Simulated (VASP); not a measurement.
Write the native input for VASP 6.6.1 that does the following.

- Task: single point
- Functional: PBE
- Potentials or basis: VASP PAW PBE potentials, release 64 (Tb)
- Cutoff: 520 eV
- k mesh: 8 × 8 × 8
- Occupations: gaussian, width 0.05 eV
- Spin: collinear spin, typed start
- Starting moments: [6.0] μB
- Dipole correction: no
- Further INCAR settings: ALGO = Normal; EDIFF = 1e-06; NBANDS = 20

The structure of Tb lies in POSCAR:

```
Tb
1.0
   -1.9987565187      1.9987565187      1.9987565187
    1.9987565187     -1.9987565187      1.9987565187
    1.9987565187      1.9987565187     -1.9987565187
Tb
1
Direct
    0.0000000000      0.0000000000      0.0000000000
```

The cell was built by a generator and needn't be a form met in nature.

One way to write it, as run:

INCAR

```
PREC     = Accurate       # precision mode
ENCUT    = 520            # plane-wave cutoff, eV
EDIFF    = 1E-6           # SCF threshold, eV
ISMEAR   = 0              # smearing method
SIGMA    = 0.05           # smearing width, eV
LREAL    = F              # projectors in reciprocal space
LASPH    = T              # aspherical terms in the spheres
NELM     = 150            # most SCF steps
ALGO     = Normal         # electronic algorithm
ISIF     = 2              # what is computed and relaxed
LWAVE    = F              # write WAVECAR
LCHARG   = T              # write CHGCAR
ISPIN    = 2              # spin polarisation
MAGMOM   = 6              # initial moments
LORBIT   = 11             # projections on sites
LMAXMIX  = 6              # l up to which the mixer works
GGA      = PE             # functional
LELF     = T              # ELF
LVHAR    = T            
NBANDS   = 20             # bands
```

KPOINTS

```
regular mesh
0
Gamma
  8 8 8
```

Potentials or basis: VASP PAW PBE potentials, release 64 (Tb).

Run with:

```sh
$ cat potpaw_PBE.64/Tb/POTCAR > POTCAR
$ mpirun -np 1 vasp_std > vasp.out
```

It gave:

```json
{"Pressure": "1.1 GPa", "Band gap on the k mesh": "none (metal or under the smearing width)", "Net moment": "5.86 μB per cell", "Site moments": "Tb +5.67 μB", "Valence electrons inside the program's atomic spheres": "Tb 16.32"}
```

Caveat: the magnetic or orbital state may not be the lowest; spin-orbit coupling is left out, which moves the levels of the heavy elements.

Wall time 2.6 min on 1 thread of Intel(R) Xeon(R) Platinum 8375C CPU @ 2.90GHz (Ice Lake), on a shared host, peak memory 0.2 GiB.
